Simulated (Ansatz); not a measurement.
# Converging the field response of a KI (001) film, part 2 of 3

Which settings does the induced dipole of a KI (001) film need, and which can be cut?

Ansatz 0.2.0; plane-wave DFT, PBE, Ansatz PAW (the session's first sound run).

So far, equivalent conductor thickness p/(ε₀AE) (Å): step 2 (single point, setting first choice) 11.8; step 6 (run, box 32.1 Å (run 2)) 12.7; step 7 (run, box 32.1 Å (run 3)) 11.8; step 8 (single point, box 32.1 Å (run 3)) 11.8; step 9 (single point, box 32.1 Å (run 4)) 11.8.

**10. Run, box 24.1 Å**

The cell differs from the one that the last finished run ended in (c 32.140 → 24.140 Å).

File input.yaml:

```yaml
crystal:
  lattice:
    - [4.99924494, 0.0, 0.0]
    - [0.0, 4.99924494, 0.0]
    - [0.0, 0.0, 24.14]
  atoms:
    - { symbol: K, position: [0.5, 0.5, 0.2071251036] }
    - { symbol: I, position: [0.0, 0.0, 0.2071251036] }
    - { symbol: K, position: [0.0, 0.0, 0.3535625518] }
    - { symbol: I, position: [0.5, 0.5, 0.3535625518] }
    - { symbol: K, position: [0.5, 0.5, 0.5] }
    - { symbol: I, position: [0.0, 0.0, 0.5] }
    - { symbol: K, position: [0.0, 0.0, 0.6464374482] }
    - { symbol: I, position: [0.5, 0.5, 0.6464374482] }
    - { symbol: K, position: [0.5, 0.5, 0.7928748964] }
    - { symbol: I, position: [0.0, 0.0, 0.7928748964] }
kpoints:
  mp_grid: { grid: [6, 6, 1] }
hamiltonian:
  xc: pbe
scf:
  occupations: { method: fixed }
  convergence: { dr2_threshold: 1.0e-10 }
efield:
  axis: 3
  dipole_correction: true
  ramp_position: 0.97
  ramp_width: 0.06
  amplitude: 0.1
output:
  write_potential: true
  write_density: true
  volumetric_format: npy
```

Command:

```
> ansatz run input.yaml --threads 4 --pin off --max-ram 6144MiB --backend cpu --events-out ev --progress --plain --runs-dir out
```

Numbers of over 12 decimals in the logs are rounded to 6 here.

What it wrote:

```text
[...]
Crystal: 10 atoms, lattice volume = 603.318 Å³
Basis set: ecut = 420 eV, 11837 PW (Γ)
Bands: 78, of which v1, the nominal top of the filled ones, is band 65 counted from 1 (64 counted from 0)
Symmetry: 8 space group operations
k-points: 10 of 36
[...]
k-point 0: bands = [... 61 lower, 0.1564, 0.2021, 0.3474, 0.3474, 3.9618, 4.4920, 4.8120, 5.1283, ... 9 higher]
  k-point 1: bands = [... 61 lower, 0.1161, 0.1298, 0.2329, 0.2992, 4.2828, 4.8396, 5.0518, 5.4521, ... 9 higher]
  k-point 2: bands = [... 61 lower, -0.0142, 0.0396, 0.1727, 0.2054, 4.8822, 5.4960, 5.5188, 5.7852, ... 9 higher]
  k-point 9: bands = [... 61 lower, -0.1491, -0.0918, -0.0918, 0.1855, 5.2661, 5.2661, 5.6413, 5.7625, ... 9 higher]
[key lines of the parts left out:]
SCF converged after 11 iterations
Free energy (F): -45268.210947 eV
Fermi energy:    0.347433 eV
Dipole field:    D = 0.048729 V/Å  (p = 0.162471 e·Å, saw-weighted, corrected)
```

Elapsed: 5 s, on 4 threads of AMD EPYC 9R45, shared host; peak memory 1.4 GiB.

The dipole corresponds to a conductor 11.763 Å thick, -0.17 % from the first choice, at 0.73 times its CPU time.

**11. Single point, box 28.1 Å**

The cell differs from the one that the last finished run ended in (c 24.140 → 28.140 Å).

input.yaml, the sections that differ from step 10:

```yaml
crystal:
  lattice:
    - [4.99924494, 0.0, 0.0]
    - [0.0, 4.99924494, 0.0]
    - [0.0, 0.0, 28.14]
  atoms:
    - { symbol: K, position: [0.5, 0.5, 0.2487562189] }
    - { symbol: I, position: [0.0, 0.0, 0.2487562189] }
    - { symbol: K, position: [0.0, 0.0, 0.3743781095] }
    - { symbol: I, position: [0.5, 0.5, 0.3743781095] }
    - { symbol: K, position: [0.5, 0.5, 0.5] }
    - { symbol: I, position: [0.0, 0.0, 0.5] }
    - { symbol: K, position: [0.0, 0.0, 0.6256218905] }
    - { symbol: I, position: [0.5, 0.5, 0.6256218905] }
    - { symbol: K, position: [0.5, 0.5, 0.7512437811] }
    - { symbol: I, position: [0.0, 0.0, 0.7512437811] }
# kpoints, hamiltonian, scf, efield, output: as in step 10
```

What it wrote:

```text
[...]
Crystal: 10 atoms, lattice volume = 703.288 Å³
Basis set: ecut = 420 eV, 13811 PW (Γ)
Bands: 78, of which v1, the nominal top of the filled ones, is band 65 counted from 1 (64 counted from 0)
Symmetry: 8 space group operations
k-points: 10 of 36
[...]
k-point 0: bands = [... 61 lower, -0.6538, -0.6084, -0.4630, -0.4630, 3.1512, 3.6392, 4.0514, 4.3181, ... 9 higher]
  k-point 1: bands = [... 61 lower, -0.6941, -0.6806, -0.5775, -0.5113, 3.4651, 3.9881, 4.2883, 4.6406, ... 9 higher]
  k-point 2: bands = [... 61 lower, -0.8245, -0.7707, -0.6378, -0.6051, 4.0538, 4.6967, 4.7102, 4.9380, ... 9 higher]
  k-point 9: bands = [... 61 lower, -0.9594, -0.9022, -0.9022, -0.6252, 4.4548, 4.4548, 4.8308, 4.9575, ... 9 higher]
[key lines of the parts left out:]
SCF converged after 11 iterations
Free energy (F): -45268.211128 eV
Fermi energy:    -0.463018 eV
Dipole field:    D = 0.041869 V/Å  (p = 0.162729 e·Å, saw-weighted, corrected)
```

Elapsed: 5.9 s, on 4 threads; peak memory 1.6 GiB; 23 s of CPU time.

The dipole corresponds to a conductor 11.782 Å thick, -0.01 % from the first choice, at 0.88 times its CPU time.

**12. Run, box 40.1 Å**

The cell differs from the one that the last finished run ended in (c 28.140 → 40.140 Å).

input.yaml, the sections that differ from step 11:

```yaml
crystal:
  lattice:
    - [4.99924494, 0.0, 0.0]
    - [0.0, 4.99924494, 0.0]
    - [0.0, 0.0, 40.14]
  atoms:
    - { symbol: K, position: [0.5, 0.5, 0.3238664674] }
    - { symbol: I, position: [0.0, 0.0, 0.3238664674] }
    - { symbol: K, position: [0.0, 0.0, 0.4119332337] }
    - { symbol: I, position: [0.5, 0.5, 0.4119332337] }
    - { symbol: K, position: [0.5, 0.5, 0.5] }
    - { symbol: I, position: [0.0, 0.0, 0.5] }
    - { symbol: K, position: [0.0, 0.0, 0.5880667663] }
    - { symbol: I, position: [0.5, 0.5, 0.5880667663] }
    - { symbol: K, position: [0.5, 0.5, 0.6761335326] }
    - { symbol: I, position: [0.0, 0.0, 0.6761335326] }
# kpoints, hamiltonian, scf, efield, output: as in step 11
```

What it wrote:

```text
[...]
Crystal: 10 atoms, lattice volume = 1003.197 Å³
Basis set: ecut = 420 eV, 19659 PW (Γ)
Bands: 78, of which v1, the nominal top of the filled ones, is band 65 counted from 1 (64 counted from 0)
Symmetry: 8 space group operations
k-points: 10 of 36
[...]
k-point 0: bands = [... 61 lower, -2.1158, -2.0703, -1.9248, -1.9248, 1.6874, 2.1696, 2.5736, 2.8095, ... 9 higher]
  k-point 1: bands = [... 61 lower, -2.1562, -2.1424, -2.0394, -1.9731, 1.9983, 2.5171, 2.8080, 2.9994, ... 9 higher]
  k-point 2: bands = [... 61 lower, -2.2865, -2.2327, -2.0996, -2.0669, 2.5827, 3.2312, 3.2555, 3.4202, ... 9 higher]
  k-point 9: bands = [... 61 lower, -2.4214, -2.3641, -2.3641, -2.0869, 2.9927, 2.9927, 3.3696, 3.4957, ... 9 higher]
[key lines of the parts left out:]
SCF converged after 11 iterations
Free energy (F): -45268.211082 eV
Fermi energy:    -1.924832 eV
Dipole field:    D = 0.029354 V/Å  (p = 0.162740 e·Å, saw-weighted, corrected)
```

The job ended after 8.8 s (4 threads; peak memory 2.1 GiB).

The dipole corresponds to a conductor 11.783 Å thick, -0.00 % from the first choice, at 1.3 times its CPU time.

**13. Single point, box 32.1 Å (run 5)**

input.yaml, the sections that differ from step 12:

```yaml
crystal:
  lattice:
    - [4.99924494, 0.0, 0.0]
    - [0.0, 4.99924494, 0.0]
    - [0.0, 0.0, 32.14]
  atoms:
    - { symbol: K, position: [0.5, 0.5, 0.2800248911] }
    - { symbol: I, position: [0.0, 0.0, 0.2800248911] }
    - { symbol: K, position: [0.0, 0.0, 0.3900124456] }
    - { symbol: I, position: [0.5, 0.5, 0.3900124456] }
    - { symbol: K, position: [0.5, 0.5, 0.5] }
    - { symbol: I, position: [0.0, 0.0, 0.5] }
    - { symbol: K, position: [0.0, 0.0, 0.6099875544] }
    - { symbol: I, position: [0.5, 0.5, 0.6099875544] }
    - { symbol: K, position: [0.5, 0.5, 0.7199751089] }
    - { symbol: I, position: [0.0, 0.0, 0.7199751089] }
efield:
  axis: 3
  dipole_correction: true
  ramp_position: 0.97
  ramp_width: 0.06
  amplitude: 0.005
# kpoints, hamiltonian, scf, output: as in step 12
```

What it wrote:

```text
[...]
Crystal: 10 atoms, lattice volume = 803.257 Å³
Basis set: ecut = 420 eV, 15823 PW (Γ)
Bands: 78, of which v1, the nominal top of the filled ones, is band 65 counted from 1 (64 counted from 0)
Symmetry: 8 space group operations
k-points: 10 of 36
[...]
k-point 0: bands = [... 61 lower, -1.2923, -1.2923, -1.2285, -1.2285, 2.7202, 2.9219, 3.4602, 3.7955, ... 9 higher]
  k-point 1: bands = [... 61 lower, -1.3749, -1.3409, -1.3020, -1.2880, 3.0951, 3.2150, 3.6926, 4.1273, ... 9 higher]
  k-point 2: bands = [... 61 lower, -1.4468, -1.4431, -1.4309, -1.4150, 3.7739, 3.8075, 4.1381, 4.3368, ... 9 higher]
  k-point 9: bands = [... 61 lower, -1.6199, -1.6199, -1.4920, -1.4522, 3.8930, 3.8930, 4.3418, 4.3418, ... 9 higher]
[key lines of the parts left out:]
SCF converged after 11 iterations
Free energy (F): -45268.202966 eV
Fermi energy:    -1.228546 eV
Dipole field:    D = 0.001833 V/Å  (p = 0.008136 e·Å, saw-weighted, corrected)
```

It took 6.9 s on 4 threads; peak memory 1.8 GiB.

The dipole corresponds to a conductor 11.781 Å thick, -0.01 % from the first choice, at 1.0 times its CPU time.

**14. Run, box 32.1 Å (run 4)**

Edit input.yaml of step 13 so:

```diff
@@ -28,3 +28,3 @@
   ramp_width: 0.06
-  amplitude: 0.005
+  amplitude: 0.03
 output:
```

What it wrote:

```text
[...]
Crystal: 10 atoms, lattice volume = 803.257 Å³
Basis set: ecut = 420 eV, 15823 PW (Γ)
Bands: 78, of which v1, the nominal top of the filled ones, is band 65 counted from 1 (64 counted from 0)
Symmetry: 8 space group operations
k-points: 10 of 36
[...]
k-point 0: bands = [... 61 lower, -1.2976, -1.2976, -1.2039, -1.2039, 2.6968, 2.9390, 3.4592, 3.7862, ... 9 higher]
  k-point 1: bands = [... 61 lower, -1.3707, -1.3466, -1.2870, -1.2594, 3.0534, 3.2501, 3.6917, 4.1142, ... 9 higher]
  k-point 2: bands = [... 61 lower, -1.4694, -1.4476, -1.3876, -1.3716, 3.6887, 3.8894, 4.1339, 4.3355, ... 9 higher]
  k-point 9: bands = [... 61 lower, -1.6071, -1.6071, -1.5414, -1.4000, 3.8887, 3.8887, 4.3427, 4.3427, ... 9 higher]
[key lines of the parts left out:]
SCF converged after 11 iterations
Free energy (F): -45268.203678 eV
Fermi energy:    -1.203857 eV
Dipole field:    D = 0.010997 V/Å  (p = 0.048817 e·Å, saw-weighted, corrected)
```

It took 7.4 s on 4 threads; peak memory 1.8 GiB.

The dipole corresponds to a conductor 11.782 Å thick, -0.01 % from the first choice, at 1.1 times its CPU time.

**15. Single point, box 32.1 Å (run 6)**

Edit input.yaml of step 14 so:

```diff
@@ -28,3 +28,3 @@
   ramp_width: 0.06
-  amplitude: 0.03
+  amplitude: 0.3
 output:
```

What it wrote:

```text
[...]
Crystal: 10 atoms, lattice volume = 803.257 Å³
Basis set: ecut = 420 eV, 15823 PW (Γ)
Bands: 78, of which v1, the nominal top of the filled ones, is band 65 counted from 1 (64 counted from 0)
Symmetry: 8 space group operations
k-points: 10 of 36
[...]
k-point 0: bands = [... 61 lower, -1.0372, -0.8281, -0.6148, -0.6148, 1.8739, 2.6173, 3.1491, 3.3413, ... 9 higher]
  k-point 1: bands = [... 61 lower, -1.0727, -0.8577, -0.7842, -0.6563, 2.1020, 2.8807, 3.4401, 3.6725, ... 9 higher]
  k-point 2: bands = [... 61 lower, -1.1415, -1.1304, -0.8012, -0.7363, 2.6142, 3.4681, 3.8311, 4.0997, ... 9 higher]
  k-point 9: bands = [... 61 lower, -1.3366, -1.0969, -1.0969, -0.7509, 3.5523, 3.5523, 3.6820, 4.3171, ... 9 higher]
[key lines of the parts left out:]
SCF converged after 11 iterations
Free energy (F): -45268.276205 eV
Fermi energy:    -0.614760 eV
Dipole field:    D = 0.110073 V/Å  (p = 0.488622 e·Å, saw-weighted, corrected)
```

The job ended after 7.6 s (4 threads; peak memory 1.8 GiB; 30 s of CPU time).

The dipole corresponds to a conductor 11.792 Å thick, +0.08 % from the first choice, at 1.1 times its CPU time.

**16. Run, box 32.1 Å (run 5)**

Edit input.yaml of step 15 so:

```diff
@@ -22,3 +22,3 @@
   occupations: { method: fixed }
-  convergence: { dr2_threshold: 1.0e-10 }
+  convergence: { dr2_threshold: 0.0001 }
 efield:
@@ -28,3 +28,3 @@
   ramp_width: 0.06
-  amplitude: 0.3
+  amplitude: 0.1
 output:
```

What it wrote:

```text
[...]
Crystal: 10 atoms, lattice volume = 803.257 Å³
Basis set: ecut = 420 eV, 15823 PW (Γ)
Bands: 78, of which v1, the nominal top of the filled ones, is band 65 counted from 1 (64 counted from 0)
Symmetry: 8 space group operations
k-points: 10 of 36
[...]
k-point 0: bands = [... 61 lower, -1.2627, -1.2172, -1.0718, -1.0718, 2.5413, 3.0242, 3.4430, 3.7091, ... 9 higher]
  k-point 1: bands = [... 61 lower, -1.3030, -1.2893, -1.1863, -1.1200, 2.8531, 3.3725, 3.6813, 4.0077, ... 9 higher]
  k-point 2: bands = [... 61 lower, -1.4333, -1.3796, -1.2465, -1.2139, 3.4388, 4.0855, 4.1082, 4.3145, ... 9 higher]
  k-point 9: bands = [... 61 lower, -1.5682, -1.5110, -1.5110, -1.2338, 3.8456, 3.8456, 4.2231, 4.3486, ... 9 higher]
[key lines of the parts left out:]
SCF converged after 7 iterations
Free energy (F): -45268.211082 eV
Fermi energy:    -1.071775 eV
Dipole field:    D = 0.036646 V/Å  (p = 0.162673 e·Å, saw-weighted, corrected)
```

Elapsed: 6.7 s, on 4 threads; peak memory 1.8 GiB.

The dipole corresponds to a conductor 11.778 Å thick, -0.04 % from the first choice, at 0.99 times its CPU time.

**17. Single point, box 32.1 Å (run 7)**

Edit input.yaml of step 16 so:

```diff
@@ -22,3 +22,3 @@
   occupations: { method: fixed }
-  convergence: { dr2_threshold: 0.0001 }
+  convergence: { dr2_threshold: 1.0e-06 }
 efield:
```

What it wrote:

```text
[...]
Crystal: 10 atoms, lattice volume = 803.257 Å³
Basis set: ecut = 420 eV, 15823 PW (Γ)
Bands: 78, of which v1, the nominal top of the filled ones, is band 65 counted from 1 (64 counted from 0)
Symmetry: 8 space group operations
k-points: 10 of 36
[...]
k-point 0: bands = [... 61 lower, -1.2626, -1.2170, -1.0716, -1.0716, 2.5412, 3.0243, 3.4429, 3.7094, ... 9 higher]
  k-point 1: bands = [... 61 lower, -1.3029, -1.2892, -1.1861, -1.1198, 2.8528, 3.3727, 3.6813, 4.0080, ... 9 higher]
  k-point 2: bands = [... 61 lower, -1.4332, -1.3794, -1.2463, -1.2136, 3.4383, 4.0858, 4.1083, 4.3147, ... 9 higher]
  k-point 9: bands = [... 61 lower, -1.5681, -1.5108, -1.5108, -1.2336, 3.8459, 3.8459, 4.2228, 4.3489, ... 9 higher]
[key lines of the parts left out:]
SCF converged after 8 iterations
Free energy (F): -45268.211082 eV
Fermi energy:    -1.071555 eV
Dipole field:    D = 0.036663 V/Å  (p = 0.162750 e·Å, saw-weighted, corrected)
```

Wall time 6.7 s (4 threads); peak memory 1.8 GiB; 26 s of CPU time.

The dipole corresponds to a conductor 11.783 Å thick, +0.01 % from the first choice, at 1 times its CPU time.

**18. Single point, box 32.1 Å (run 8)**

Edit input.yaml of step 17 so:

```diff
@@ -22,3 +22,3 @@
   occupations: { method: fixed }
-  convergence: { dr2_threshold: 1.0e-06 }
+  convergence: { dr2_threshold: 1.0e-08 }
 efield:
```

What it wrote:

```text
[...]
Crystal: 10 atoms, lattice volume = 803.257 Å³
Basis set: ecut = 420 eV, 15823 PW (Γ)
Bands: 78, of which v1, the nominal top of the filled ones, is band 65 counted from 1 (64 counted from 0)
Symmetry: 8 space group operations
k-points: 10 of 36
[...]
k-point 0: bands = [... 61 lower, -1.2626, -1.2170, -1.0716, -1.0716, 2.5412, 3.0244, 3.4430, 3.7094, ... 9 higher]
  k-point 1: bands = [... 61 lower, -1.3029, -1.2892, -1.1861, -1.1198, 2.8528, 3.3727, 3.6813, 4.0082, ... 9 higher]
  k-point 2: bands = [... 61 lower, -1.4332, -1.3794, -1.2463, -1.2137, 3.4383, 4.0858, 4.1083, 4.3148, ... 9 higher]
  k-point 9: bands = [... 61 lower, -1.5681, -1.5108, -1.5108, -1.2336, 3.8460, 3.8460, 4.2228, 4.3490, ... 9 higher]
[key lines of the parts left out:]
SCF converged after 9 iterations
Free energy (F): -45268.211082 eV
Fermi energy:    -1.071578 eV
Dipole field:    D = 0.036660 V/Å  (p = 0.162735 e·Å, saw-weighted, corrected)
```

Elapsed: 6.6 s, on 4 threads; peak memory 1.8 GiB.

The dipole corresponds to a conductor 11.782 Å thick, -0.00 % from the first choice, at 0.98 times its CPU time.

**19. Single point, box 32.1 Å (run 9)**

This step: plane-wave DFT, LDA, Ansatz PAW (Ansatz 0.2.0).

Edit input.yaml of step 18 so:

```diff
@@ -19,6 +19,6 @@
 hamiltonian:
-  xc: pbe
+  xc: lda
 scf:
   occupations: { method: fixed }
-  convergence: { dr2_threshold: 1.0e-08 }
+  convergence: { dr2_threshold: 1.0e-10 }
 efield:
```

What it wrote:

```text
[...]
Crystal: 10 atoms, lattice volume = 803.257 Å³
Basis set: ecut = 420 eV, 15823 PW (Γ)
Bands: 78, of which v1, the nominal top of the filled ones, is band 65 counted from 1 (64 counted from 0)
Symmetry: 8 space group operations
k-points: 10 of 36
[...]
k-point 0: bands = [... 61 lower, -1.5040, -1.4635, -1.3188, -1.3188, 2.1002, 2.5500, 3.0468, 3.2425, ... 9 higher]
  k-point 1: bands = [... 61 lower, -1.5466, -1.5424, -1.4326, -1.3706, 2.4812, 2.9077, 3.2883, 3.5747, ... 9 higher]
  k-point 2: bands = [... 61 lower, -1.6837, -1.6270, -1.4987, -1.4713, 3.1684, 3.5741, 3.7093, 3.8890, ... 9 higher]
  k-point 9: bands = [... 61 lower, -1.8226, -1.7699, -1.7699, -1.4888, 3.3915, 3.3915, 3.8047, 3.9142, ... 9 higher]
[key lines of the parts left out:]
SCF converged after 11 iterations
Free energy (F): -44274.828668 eV
Fermi energy:    -1.318835 eV
Dipole field:    D = 0.037016 V/Å  (p = 0.164317 e·Å, saw-weighted, corrected)
```

Wall time 6.7 s (4 threads); peak memory 1.8 GiB; 26 s of CPU time.

The dipole corresponds to a conductor 11.897 Å thick, +0.97 % from the first choice, at 1.00 times its CPU time.

(Part 2 of 3 ends here.)

[Logs are printed without paths, hosts, clocks, repeated set-up lines and the standing remarks that a program may print on its own settings, such as how far it seeks lower states.]

[Hosts, paths, dates, database ids (printed as entryN), source tags and the programs' standing remarks are cut or masked in the printed files.]

[Maps of the electrostatic potential energy from Ansatz leave out the sawtooth potential of an applied field or a dipole correction, so their vacuum need not be flat; planar profiles and work functions include it.]
